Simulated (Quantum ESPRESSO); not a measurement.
Runs of Quantum ESPRESSO 7.5 on Zr. The structure is hexagonal, space group P6_3/mmc (No. 194). The conventional cell has a = 3.232 Å, b = 3.232 Å, c = 5.147 Å, α = 90.00°, β = 90.00°, γ = 120.00°. Zr (site symmetry -6m2) has 12 Zr at 3.18 to 3.23 Å as nearest neighbours. 

```csv
task,level,potentials or basis,cell,k mesh,cutoff (eV),smearing,symmetry,SCF threshold,nosym,noinv,diagonalization,other keys,gap on the mesh (eV),pressure (GPa),V0 of scaled cells (Å³/atom),B0 (GPa),largest force (eV/Å)
equation of state,r2SCAN,SG15 PBE 1.2,as given,7 × 7 × 4,898,fermi-dirac 0.05 eV,off,1e-08 Ry,-,-,-,-,-,-,23.57,95,-
optical spectrum,PW91,PseudoDojo 0.5 SR PBE stringent,"atoms moved at random, drawn with an rms of 0.1 Å",9 × 9 × 5,898,gaussian 0.2 eV,-,4e-10 Ry,yes,yes,paro,diagonalization = paro; diago_david_ndim = 3,none,0.4,-,-,0.33
band structure,PBEsol,GBRV 1.5 PBEsol,as given,9 × 9 × 5,612,fermi-dirac 0.05 eV,-,4e-10 Ry,-,-,-,-,none,-3.3,-,-,-
equation of state,PBEsol,GBRV 1.5 PBEsol,as given,9 × 9 × 5,612,fermi-dirac 0.05 eV,-,4e-10 Ry,-,-,-,-,-,-,22.48,(a),-
single point,PBEsol,GBRV 1.5 PBEsol,"atoms moved at random, drawn with an rms of 0.05 Å",9 × 9 × 5,612,fermi-dirac 0.05 eV,-,4e-10 Ry,-,-,-,-,none,-3.3,-,-,0.10
single point,PBEsol,GBRV 1.5 PBEsol,as given,9 × 9 × 5,612,fermi-dirac 0.05 eV,-,4e-10 Ry,-,-,-,-,none,-3.3,-,-,-
```

Alike in all rows: no spin polarisation.

Problem. Fill in the values left out.

Solution. (a) 100.

Caveats: the potentials were made for another functional, which shifts forces and pressure (some runs); the cell was scaled at fixed shape and fractional positions, which overstates the stiffness of a crystal with free parameters, most of all of layers and chains (some runs); the program leaves the non-local potential out of the optical matrix elements, which shifts intensities by tens of percent (some runs); the intraband (Drude) term is included with a typed width of 0.1 eV and hangs strongly on the mesh (some runs); spectra need much finer meshes, so this one isn't converged (some runs); independent-particle spectra lack excitons (some runs).

A k mesh can miss the band edges, and the runs leave out spin-orbit coupling on Zr.

A gap of «none» marks a metal or a gap under the smearing width.

Runs at the PBE level aren't shown here.
